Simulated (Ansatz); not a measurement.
# KI in Ansatz: convergence with basis error

Input of the first run (basis error 0.03 eV/atom); the others differ in this setting and in those tied to it:

input.yaml

```yaml
crystal:
  lattice:
    - [0.0, 3.532775, 3.532775]
    - [3.532775, 0.0, 3.532775]
    - [3.532775, 3.532775, 0.0]
  atoms:
    - { symbol: I, position: [0.5, 0.5, 0.5] }
    - { symbol: K, position: [0.0, 0.0, 0.0] }
kpoints:
  mp_grid: { grid: [7, 7, 7] }
scf:
  occupations: { method: fermi_dirac, width: 0.05 }
hamiltonian:
  xc: pbesol
  pseudopotentials: { kind: all_electron, lapw: { basis_error: 0.03 } }
output:
  forces: true
  stress: true
  eigenvalues: true
```

Potentials or basis: all-electron LAPW, scalar-relativistic.

Command:

```sh
$ ansatz run input.yaml --threads 1 --pin off --max-ram 3072MiB --backend cpu --events-out ev --progress --plain --runs-dir out
```

Hardware: 1 thread of Intel(R) Xeon(R) Platinum 8375C CPU @ 2.90GHz (Ice Lake), on a shared host.

| basis error | energy less the tightest run, at zero smearing (meV/atom) | pressure (GPa) | SCF cycles | CPU time (s) | peak memory (GiB) |
| --- | --- | --- | --- | --- | --- |
| 0.03 eV/atom | 8.02 | -0.24 | 7 | 1.7 | 0.23 |
| 0.01 eV/atom | 2.71 | -0.27 | 7 | 2.3 | 0.26 |
| 0.003 eV/atom | 0.80 | -0.28 | 7 | 2.6 | 0.27 |
| 0.001 eV/atom | 0.26 | -0.28 | 7 | 4.2 | 0.27 |
| 0.0003 eV/atom | 0.06 | -0.29 | 7 | 4.5 | 0.31 |
| 0.0001 eV/atom | 0.00 | -0.29 | 7 | 5.8 | 0.34 |

Against the tightest run, the energy stays within 1 meV/atom from 0.003 eV/atom on; the pressure stays within 0.1 GPa from 0.03 eV/atom on. The tightest run that finished is the yardstick and may itself not be fully converged.

Caveat, for the tightest run too: spin-orbit coupling is left out, which moves the levels of the heavy elements; an odd mesh through Γ misses points on the zone boundary, where band edges often lie.

The runs don't all hold the same shells in valence.
